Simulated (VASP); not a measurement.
# Nb (Im-3m) in VASP: further runs

The runs below take Nb through optical spectrum, with PBE.

Everything below comes from runs of VASP 6.6.1. Logs are shortened: lines on timing, memory, paths and dates and some standing lists are left out, and cuts for length are marked.

**1. Starting point**

It takes space group Im-3m (No. 229, cubic). The conventional cell has a = 3.310 Å, b = 3.310 Å, c = 3.310 Å, α = 90.00°, β = 90.00°, γ = 90.00°. Nb (site symmetry m-3m) has 8 Nb at 2.87 Å as nearest neighbours.

The cell was built by a generator and needn't be a form met in nature.

**2. Optical spectrum, PBE, non-collinear spin, zero start, spin-orbit coupling**

File INCAR:

```
SYSTEM = Nb
  PREC = Accurate
  ENCUT = 520
  EDIFF = 1E-7
  ISMEAR = 1
  SIGMA = 0.1
  LREAL = .FALSE.
  LASPH = .TRUE.
  NELM = 80
  ALGO = Fast
  ISIF = 2
  LWAVE = .FALSE.
  LCHARG = .FALSE.
  MAGMOM = 0 0 0
  LORBIT = 11
  LSORBIT = .TRUE.
  GGA_COMPAT = .FALSE.
  LMAXMIX = 4
  GGA = PE
  LOPTICS = .TRUE.
  NEDOS = 2000
  CSHIFT = 0.05
```

File KPOINTS:

```
regular mesh
0
G
  14 14 14
  0 0 0
```

File POSCAR:

```
Nb                                      
1.0
   -1.6550000000      1.6550000000      1.6550000000
    1.6550000000     -1.6550000000      1.6550000000
    1.6550000000      1.6550000000     -1.6550000000
  Nb            
     1
Direct
     0.0000000000000000    0.0000000000000000    0.0000000000000000
```

Potentials or basis: VASP PAW PBE potentials, release 64 (Nb_sv).

The run is started by

```sh
$ cat potpaw_PBE.64/Nb_sv/POTCAR > POTCAR
$ mpirun -np 1 vasp_ncl > vasp.out
```

OUTCAR:

```text
SYSTEM = Nb
   PREC = Accurate
   ENCUT = 520
   EDIFF = 1E-7
   ISMEAR = 1
   LREAL = .FALSE.
   LASPH = .TRUE.
   NELM = 80
   ISIF = 2
   LORBIT = 11
   LSORBIT = .TRUE.
   GGA = PE

 ion  position               nearest neighbor table
   1  0.000  0.000  0.000-

  LATTYP: Found a body centered cubic cell.
 ALAT       =     3.3100000000

  Lattice vectors:

 A1 = (  -1.6550000000,   1.6550000000,   1.6550000000)
 A2 = (   1.6550000000,  -1.6550000000,   1.6550000000)
 A3 = (   1.6550000000,   1.6550000000,  -1.6550000000)

Analysis of symmetry for initial positions (statically):
=====================================================================
 Subroutine PRICEL returns:
 Original cell was already a primitive cell.

 Routine SETGRP: Setting up the symmetry group for a
 body centered cubic supercell.

 Subroutine GETGRP returns: Found 48 space group operations
 (whereof 48 operations were pure point group operations)
 out of a pool of 48 trial point group operations.

The static configuration has the point symmetry O_h .

Analysis of symmetry for dynamics (positions and initial velocities):
=====================================================================
 Subroutine PRICEL returns:
 Original cell was already a primitive cell.

 Routine SETGRP: Setting up the symmetry group for a
 body centered cubic supercell.

 Subroutine GETGRP returns: Found 48 space group operations
 (whereof 48 operations were pure point group operations)
 out of a pool of 48 trial point group operations.

The dynamic configuration has the point symmetry O_h .

Analysis of structural, dynamic, and magnetic symmetry:
=====================================================================
 Subroutine PRICEL returns:
 Original cell was already a primitive cell.

 Routine SETGRP: Setting up the symmetry group for a
 body centered cubic supercell.

 Subroutine GETGRP returns: Found 48 space group operations
 (whereof 48 operations were pure point group operations)
 out of a pool of 48 trial point group operations.

The overall configuration has the point symmetry O_h .

 Subroutine INISYM returns: Found 48 space group operations
 (whereof 48 operations are pure point group operations),
 and found     1 'primitive' translations

----------------------------------------------------------------------------------------

                                     Primitive cell

  volume of cell :      18.1323

  direct lattice vectors                    reciprocal lattice vectors
    -1.655000000  1.655000000  1.655000000     0.000000000  0.302114804  0.302114804
     1.655000000 -1.655000000  1.655000000     0.302114804  0.000000000  0.302114804
     1.655000000  1.655000000 -1.655000000     0.302114804  0.302114804  0.000000000

  length of vectors
     2.866544087  2.866544087  2.866544087     0.427254853  0.427254853  0.427254853

  position of ions in fractional coordinates (direct lattice)
     0.000000000  0.000000000  0.000000000

  ion indices of the primitive-cell ions
   primitive index   ion index
                 1           1

----------------------------------------------------------------------------------------

 KPOINTS: regular mesh

Automatic generation of k-mesh.
 Grid dimensions read from file:
 generate k-points for:   14   14   14

 Generating k-lattice:

  Cartesian coordinates                     Fractional coordinates (reciprocal lattice)
     0.000000000  0.021579629  0.021579629     0.071428571  0.000000000  0.000000000
     0.021579629  0.000000000  0.021579629     0.000000000  0.071428571  0.000000000
     0.021579629  0.021579629  0.000000000     0.000000000  0.000000000  0.071428571

  Length of vectors
     0.030518204  0.030518204  0.030518204

  Shift w.r.t. Gamma in fractional coordinates (k-lattice)
     0.000000000  0.000000000  0.000000000

 Subroutine IBZKPT returns following result:
 ===========================================

[... 72 lines left out ...]
   GGA     = PE    functional components
   LHFCALC =     F    Hartree Fock is set to
   AEXX    =    0.0000 exact exchange contribution
   IVDW    =     0    specifies the selected vdW correction
   LEPSILON=     F    determine dielectric tensor
   LRPA    =     F    only Hartree local field effects (RPA)
 RMM-DIIS sequential band-by-band and
 Methfessel and Paxton  Order N= 1 SIGMA  =   0.10
  energy-cutoff  :      520.00
  volume of cell :       18.13
 maximum number of plane-waves:       996
 NGX is ok and might be reduce to    24
   NGX = 11   NGY = 11   NGZ = 11

 number of electron      13.0000000 magnetization      -0.0000000     -0.0000000     -0.0000000

 number of electron      13.0000000 magnetization      -0.0000000      0.0000000     -0.0000000

 number of electron      13.0000000 magnetization       0.0000000      0.0000000      0.0000000

 number of electron      13.0000000 magnetization      -0.0000000      0.0000000      0.0000000

 Free energy of the ion-electron system (eV)
  ---------------------------------------------------
  ext. energy  EPLUGINS =         0.00000000
  ---------------------------------------------------
  free energy    TOTEN  =       -10.29935006 eV

  energy without entropy =      -10.29913376  energy(sigma->0) =      -10.29927796

 E-fermi :  11.0936     XC(G=0): -12.4665

 val. band max:       11.0872509897   @ k =  -0.2143   0.2143   0.1429
 cond. band min:      11.0961570990   @ k =   0.5000   0.5000   0.1429
 fundamental gap:      0.0089061093
 Fermi energy:        11.0935746561

 k-point     1 :       0.0000    0.0000    0.0000
  band No.  band energies     occupation
      1     -43.2950      1.00000
      2     -43.2950      1.00000
      3     -20.0441      1.00000
      4     -20.0441      1.00000
      5     -17.9051      1.00000
      6     -17.9051      1.00000
[... 541 lines left out ...]
     19      21.1154      0.00000
     20      21.1560      0.00000

 [... further k-points ...]
[... 5 lines left out ...]
  --------------------------------------------------------------------------------------
  -------------------------------------------------------------------------------------
  Total       -0.0120582     -0.0120582     -0.0120582      0.0000000      0.0000000     -0.0000000
  in kB       -1.0654670     -1.0654670     -1.0654670      0.0000000      0.0000000     -0.0000000
  external PRESSURE =      -1.0654670 kB  Pullay stress =       0.0000000 kB

 VOLUME and BASIS-vectors are now :
 -----------------------------------------------------------------------------
  energy-cutoff  :      520.00
  volume of cell :       18.13
      direct lattice vectors                 reciprocal lattice vectors
    -1.655000000  1.655000000  1.655000000     0.000000000  0.302114804  0.302114804
     1.655000000 -1.655000000  1.655000000     0.302114804  0.000000000  0.302114804
     1.655000000  1.655000000 -1.655000000     0.302114804  0.302114804  0.000000000

 POSITION                                       TOTAL-FORCE (eV/Angst)
 -----------------------------------------------------------------------------------
      0.00000      0.00000      0.00000        -0.000000      0.000000     -0.000000
 -----------------------------------------------------------------------------------
    total drift:                                0.000000      0.000000     -0.000000

  FREE ENERGIE OF THE ION-ELECTRON SYSTEM (eV)
  ---------------------------------------------------
  free  energy   TOTEN  =       -10.2993500649 eV

  energy  without entropy=      -10.2991337559  energy(sigma->0) =      -10.29927796

 electrical conductivity sigma (Mega S m-1) (frequency dependency in vasprun.xml)
  --------------------------------------------------------------------------------------
       0.209       0.000      -0.000
       0.000       0.209       0.000
      -0.000       0.000       0.209

  frequency dependent IMAGINARY DIELECTRIC FUNCTION (independent particle, no local field effects) density-density
     E(ev)      X         Y         Z        XY        YZ        ZX
  --------------------------------------------------------------------------------------------------------------
     0.00000     0.00000     0.00000     0.00000     0.00000     0.00000     0.00000
     0.78422     2.56191     2.56191     2.56191     0.00000     0.00000     0.00000
     1.56843    12.86427    12.86427    12.86427    -0.00000    -0.00000    -0.00000
     2.35265    21.28830    21.28830    21.28830     0.00000    -0.00000     0.00000
     3.13687    16.37241    16.37241    16.37241    -0.00000    -0.00000     0.00000
     3.92108    14.88003    14.88003    14.88003     0.00000     0.00000    -0.00000
[... 92 lines left out ...]
    76.85322     0.00014     0.00014     0.00014     0.00000     0.00000     0.00000
    77.63744     0.00013     0.00013     0.00013     0.00000     0.00000     0.00000

  frequency dependent      REAL DIELECTRIC FUNCTION (independent particle, no local field effects) density-density
     E(ev)        X           Y           Z          XY          YZ          ZX
  --------------------------------------------------------------------------------------------------------------
     0.00000   203.02396   203.02396   203.02396     0.00000    -0.00000    -0.00000
     0.78422    26.40382    26.40382    26.40382    -0.00000    -0.00000    -0.00000
     1.56843    27.82565    27.82565    27.82565     0.00000     0.00000    -0.00000
     2.35265    15.78784    15.78784    15.78784     0.00000    -0.00000     0.00000
     3.13687     6.29307     6.29307     6.29307     0.00000     0.00000    -0.00000
     3.92108     6.92546     6.92546     6.92546    -0.00000    -0.00000    -0.00000
[... 92 lines left out ...]
    76.85322     0.90731     0.90731     0.90731    -0.00000     0.00000     0.00000
    77.63744     0.90943     0.90943     0.90943    -0.00000     0.00000     0.00000

  frequency dependent IMAGINARY DIELECTRIC FUNCTION (independent particle, no local field effects) current-current
     E(ev)      X         Y         Z        XY        YZ        ZX
  --------------------------------------------------------------------------------------------------------------
     0.00000   357.57365   357.57365   357.57365     0.00000     0.00000     0.00000
     0.78422     5.77790     5.77790     5.77790     0.00000    -0.00000    -0.00000
     1.56843    14.44495    14.44495    14.44495    -0.00000    -0.00000    -0.00000
     2.35265    22.18331    22.18331    22.18331    -0.00000    -0.00000     0.00000
     3.13687    16.57053    16.57053    16.57053     0.00000     0.00000    -0.00000
     3.92108    15.06436    15.06436    15.06436     0.00000    -0.00000    -0.00000
[... 92 lines left out ...]
    76.85322     0.00002     0.00002     0.00002     0.00000     0.00000    -0.00000
    77.63744     0.00002     0.00002     0.00002     0.00000     0.00000    -0.00000

  frequency dependent      REAL DIELECTRIC FUNCTION (independent particle, no local field effects) current-current
     E(ev)        X           Y           Z          XY          YZ          ZX
  --------------------------------------------------------------------------------------------------------------
     0.00000   -30.45255   -30.45255   -30.45255    -0.00000    -0.00000    -0.00000
     0.78422    27.32485    27.32485    27.32485    -0.00000    -0.00000     0.00000
     1.56843    27.44563    27.44563    27.44563     0.00000    -0.00000    -0.00000
     2.35265    15.12595    15.12595    15.12595    -0.00000    -0.00000     0.00000
     3.13687     5.90171     5.90171     5.90171     0.00000     0.00000    -0.00000
     3.92108     6.60758     6.60758     6.60758    -0.00000    -0.00000    -0.00000
[... 92 lines left out ...]
    76.85322     0.90744     0.90744     0.90744     0.00000     0.00000     0.00000
    77.63744     0.90955     0.90955     0.90955     0.00000     0.00000     0.00000

 Spin-Orbit-Coupling matrix elements

 Ion:    1  E_soc:     -0.1754012
 l=   1
     0.0000000    -0.0268574    -0.0268574
    -0.0268574     0.0000000    -0.0268574
    -0.0268574    -0.0268574     0.0000000
 l=   2
     0.0000000    -0.0006169     0.0000000    -0.0006169    -0.0017592
    -0.0006169     0.0000000    -0.0013194    -0.0006169    -0.0004398
     0.0000000    -0.0013194     0.0000000    -0.0013194     0.0000000
    -0.0006169    -0.0006169    -0.0013194     0.0000000    -0.0004398
    -0.0017592    -0.0004398     0.0000000    -0.0004398     0.0000000
 l=   3
     0.0000000     0.0000000     0.0000000     0.0000000     0.0000000     0.0000000     0.0000000
     0.0000000     0.0000000     0.0000000     0.0000000     0.0000000     0.0000000     0.0000000
     0.0000000     0.0000000     0.0000000     0.0000000     0.0000000     0.0000000     0.0000000
     0.0000000     0.0000000     0.0000000     0.0000000     0.0000000     0.0000000     0.0000000
     0.0000000     0.0000000     0.0000000     0.0000000     0.0000000     0.0000000     0.0000000
     0.0000000     0.0000000     0.0000000     0.0000000     0.0000000     0.0000000     0.0000000
     0.0000000     0.0000000     0.0000000     0.0000000     0.0000000     0.0000000     0.0000000

 total charge

# of ion       s       p       d       tot
------------------------------------------
    1        2.220   5.999   2.495  10.714

 magnetization (x)

# of ion       s       p       d       tot
------------------------------------------
    1       -0.000   0.000  -0.000  -0.000

 magnetization (y)

# of ion       s       p       d       tot
------------------------------------------
    1        0.000   0.000   0.000   0.000

 magnetization (z)

# of ion       s       p       d       tot
------------------------------------------
    1        0.000  -0.000   0.000   0.000
```

Run time: 3.2 min. Hardware: 1 thread of Intel Xeon Platinum 8488C (Sapphire Rapids), shared host; peak memory 0.3 GiB.

Results:

| Quantity | Value |
| --- | --- |
| Free energy | -10.2994 eV |
| Pressure | -0.1 GPa |
| Net moment | 0.00 μB per cell |
| Valence electrons inside the program's atomic spheres | Nb 10.71 |

Dielectric function (mean over the directions given):
| energy (eV) | real part | imaginary part |
| --- | --- | --- |
| 0.31 | -0.19 | 7.31 |
| 1.33 | 20.01 | 6.91 |
| 2.35 | 15.79 | 21.29 |
| 3.37 | 2.72 | 17.43 |
| 4.39 | -5.44 | 27.61 |
| 5.49 | -8.81 | 6.13 |
| 6.51 | -6.19 | 2.33 |
| 7.53 | -5.62 | 5.53 |
| 8.55 | -3.16 | 1.33 |
| 9.57 | -1.90 | 0.45 |
| 10.67 | -1.92 | 0.93 |
| 11.68 | -1.36 | 0.39 |
| 12.70 | -0.72 | 0.03 |
| 13.72 | -0.29 | 0.02 |
| 14.74 | -0.01 | 0.01 |
| 15.84 | 0.20 | 0.01 |
| 16.86 | 0.36 | 0.01 |
| 17.88 | 0.49 | 0.01 |
| 18.90 | 0.61 | 0.01 |
| 20.00 | 0.71 | 0.00 |

Moments on the atoms (μB; x, y, z):
```
Nb  0.00 0.00 0.00
```

Caveat: independent-particle spectra lack excitons.

**3. Optical spectrum, PBE, non-collinear spin, zero start, spin-orbit coupling**

INCAR is that of step 2.

File KPOINTS:

```
regular mesh
0
G
  22 22 22
  0 0 0
```

POSCAR is that of step 2.

Potentials or basis: VASP PAW PBE potentials, release 64 (Nb_sv).

The run is started by

```sh
$ cat potpaw_PBE.64/Nb_sv/POTCAR > POTCAR
$ mpirun -np 1 vasp_ncl > vasp.out
```

OUTCAR:

```text
SYSTEM = Nb
   PREC = Accurate
   ENCUT = 520
   EDIFF = 1E-7
   ISMEAR = 1
   LREAL = .FALSE.
   LASPH = .TRUE.
   NELM = 80
   ISIF = 2
   LORBIT = 11
   LSORBIT = .TRUE.
   GGA = PE

 ion  position               nearest neighbor table
   1  0.000  0.000  0.000-

  LATTYP: Found a body centered cubic cell.
 ALAT       =     3.3100000000

  Lattice vectors:

 A1 = (  -1.6550000000,   1.6550000000,   1.6550000000)
 A2 = (   1.6550000000,  -1.6550000000,   1.6550000000)
 A3 = (   1.6550000000,   1.6550000000,  -1.6550000000)

Analysis of symmetry for initial positions (statically):
=====================================================================
 Subroutine PRICEL returns:
[... 1200 lines left out ...]
    76.77481     0.90770     0.90770     0.90770     0.00000     0.00000     0.00000
    77.55822     0.90981     0.90981     0.90981     0.00000    -0.00000     0.00000

 Spin-Orbit-Coupling matrix elements

 Ion:    1  E_soc:     -0.1754436
 l=   1
     0.0000000    -0.0268684    -0.0268684
    -0.0268684     0.0000000    -0.0268684
    -0.0268684    -0.0268684     0.0000000
 l=   2
     0.0000000    -0.0006232     0.0000000    -0.0006232    -0.0017490
    -0.0006232     0.0000000    -0.0013117    -0.0006232    -0.0004372
     0.0000000    -0.0013117     0.0000000    -0.0013117     0.0000000
    -0.0006232    -0.0006232    -0.0013117     0.0000000    -0.0004372
    -0.0017490    -0.0004372     0.0000000    -0.0004372     0.0000000
 l=   3
     0.0000000     0.0000000     0.0000000     0.0000000     0.0000000     0.0000000     0.0000000
     0.0000000     0.0000000     0.0000000     0.0000000     0.0000000     0.0000000     0.0000000
     0.0000000     0.0000000     0.0000000     0.0000000     0.0000000     0.0000000     0.0000000
     0.0000000     0.0000000     0.0000000     0.0000000     0.0000000     0.0000000     0.0000000
     0.0000000     0.0000000     0.0000000     0.0000000     0.0000000     0.0000000     0.0000000
     0.0000000     0.0000000     0.0000000     0.0000000     0.0000000     0.0000000     0.0000000
     0.0000000     0.0000000     0.0000000     0.0000000     0.0000000     0.0000000     0.0000000

 total charge

# of ion       s       p       d       tot
------------------------------------------
    1        2.221   5.998   2.497  10.715

 magnetization (x)

# of ion       s       p       d       tot
------------------------------------------
    1       -0.000   0.000   0.000  -0.000

 magnetization (y)

# of ion       s       p       d       tot
------------------------------------------
    1       -0.000   0.000  -0.000  -0.000

 magnetization (z)

# of ion       s       p       d       tot
------------------------------------------
    1       -0.000  -0.000   0.000  -0.000
```

stdout:

```text
POSCAR found type information on POSCAR Nb
 POSCAR found :  1 types and       1 ions
[... 73 lines left out ...]
 num prob  num prob  num prob  num prob  num prob  num prob  num prob  num prob  num prob  num prob  num prob  num prob  num prob  num prob  num prob  num prob  num prob  num prob  num prob  num prob  num prob  num prob  num prob  num prob  num prob  num prob  num prob  num prob  num prob  num prob  num prob  num prob  num prob  num prob RMM:  27    -0.103041000695E+02   -0.19114E-06   -0.18802E-06 16659   0.120E-02    0.335E-04
 num prob  num prob  num prob  num prob  num prob  num prob  num prob  num prob  num prob  num prob  num prob  num prob  num prob WARNING in EDDRMM: call to ZHEGV failed, returncode =   6  3     17
 num prob WARNING in EDDRMM: call to ZHEGV failed, returncode =   8  4     16
 num prob  num prob  num prob  num prob  num prob  num prob  num prob  num prob  num prob  num prob  num prob  num p
```

Run time: 9.6 min. Hardware: 1 thread of Intel Xeon Platinum 8488C (Sapphire Rapids), shared host; peak memory 0.55 GiB.

What came out:

```
Free energy                                           : -10.3041 eV
Pressure                                              : -0.3 GPa
Net moment                                            : 0.00 μB per cell
Valence electrons inside the program's atomic spheres : Nb 10.71
```

Dielectric function (mean over the directions given):
```tsv
energy (eV)	real part	imaginary part
0.31	9.98	6.13
0.94	28.79	11.30
1.65	20.78	16.92
2.27	12.69	23.67
2.98	5.04	20.77
3.68	7.05	16.56
4.31	3.60	28.48
5.01	-11.62	11.48
5.72	-8.74	6.91
6.35	-5.20	4.68
7.05	-3.45	2.58
7.76	-4.94	2.70
8.38	-3.68	1.65
9.09	-2.38	0.91
9.79	-1.62	1.07
10.42	-1.43	1.35
11.12	-1.60	0.86
11.83	-1.15	0.25
12.46	-0.84	0.12
13.16	-0.47	0.03
13.87	-0.22	0.02
14.49	-0.05	0.01
15.20	0.10	0.01
15.90	0.23	0.01
16.53	0.33	0.01
17.24	0.43	0.01
17.94	0.51	0.01
18.57	0.58	0.01
19.27	0.65	0.00
19.98	0.72	0.00
```

Moments on the atoms (μB; x, y, z):
```
Nb  0.00 0.00 0.00
```

Caveat: independent-particle spectra lack excitons.
